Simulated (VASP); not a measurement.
Set up this calculation in VASP 6.6.1, as the native input.

- Task: single point
- Functional: PBE
- Potentials or basis: VASP PAW PBE potentials, release 64 (In_d, Pd)
- Cutoff: 520 eV
- k mesh: 14 × 14 × 14
- Occupations: gaussian, width 0.1 eV
- Spin: no spin polarisation
- Dipole correction: no
- Further INCAR settings: ALGO = Normal; EDIFF = 1e-06; NBANDS = 18

The structure of InPd lies in POSCAR:

```
InPd
1.0
    3.3052635960      0.0000000000      0.0000000000
    0.0000000000      3.3052635960      0.0000000000
    0.0000000000      0.0000000000      3.3052635960
In Pd
1 1
Direct
    0.0000000000      0.0000000000      0.0000000000
    0.5000000000      0.5000000000      0.5000000000
```

The cell comes from a database or a generator and needn't be the stable form of this composition.

One way to write it, as run:

INCAR

```
PREC = Accurate
ENCUT = 520
EDIFF = 1E-6
ISMEAR = 0
SIGMA = 0.1
LREAL = F
LASPH = T
NELM = 100
ALGO = Normal
ISIF = 2
LWAVE = F
LCHARG = F
GGA = PE
NBANDS = 18
```

KPOINTS

```
regular mesh
0
Gamma
  14 14 14
```

Potentials or basis: VASP PAW PBE potentials, release 64 (In_d, Pd).

The run is started by

```console
$ cat potpaw_PBE.64/In_d/POTCAR potpaw_PBE.64/Pd/POTCAR > POTCAR
$ mpirun -np 1 vasp_std > vasp.out
```

Results of the run:

```yaml
Pressure: 0.0 GPa
Band_gap_on_the_k_mesh: none (metal or under the smearing width)
```

It took 29 s on 1 thread of Intel(R) Xeon(R) Platinum 8559C (Emerald Rapids), on a shared host, peak memory 0.22 GiB.
